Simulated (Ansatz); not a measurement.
Runs of Ansatz 0.2.0 on SnO2. It takes space group Pa-3 (No. 205, cubic). Conventional cell: a = 5.175 Å, b = 5.175 Å, c = 5.175 Å, α = 90.00°, β = 90.00°, γ = 90.00°. Sn (site symmetry -3) is surrounded by 6 O at 2.11 Å. Around O (site symmetry 3) lie 3 Sn at 2.11 Å. Measurements of this composition are mostly on another form, of space group No. 136.

| task | level | cell | k mesh | points for each segment of the path | gap on the mesh (eV) | pressure (GPa) | relaxed volume (Å³/atom) | largest force (eV/Å) |
| --- | --- | --- | --- | --- | --- | --- | --- | --- |
| band structure | LDA | as given | 5 × 5 × 5 | 10 | 0.47 | (b) | - | 0.04 |
| relaxation of the atoms | PBE | atoms relaxed from: strained by +4 % | 4 × 4 × 4 | - | 0.50 | -0.4 | - | 0.01 |
| band structure | PBEsol | as given | 5 × 5 × 5 | 10 | 0.51 | -7.2 | - | 0.02 |
| relaxation of cell and atoms | LDA | relaxed | 5 × 5 × 5 | - | (c) | 0.0 | 10.85 | - |
| relaxation of cell and atoms | revPBE+D4 | relaxed | 5 × 5 × 5 | - | (a) | 0.0 | 11.25 | - |

Alike in all rows: potentials or basis Ansatz PAW; no spin polarisation; cutoff (eV) 420; smearing fermi-dirac 0.05 eV.

Q: Estimate the missing entries.

A: (a) 0.87; (b) -12.5; (c) 1.10.

Caveats: spin-orbit coupling is left out, which moves the levels of the heavy elements; the PAW data sets come from PBE, with cores solved anew for the run's functional, which leaves a small shift of forces and pressure (some runs); odd divisions of the mesh miss points on the zone boundary, where band edges often lie, so the gap on the mesh can be too wide (some runs); the plane-wave basis is chosen anew once the cell has moved, so the energies of steps on either side of that aren't comparable (some runs); the thresholds are loose for stress (some runs).

A k mesh can miss the band edges, and the runs leave out spin-orbit coupling on Sn.
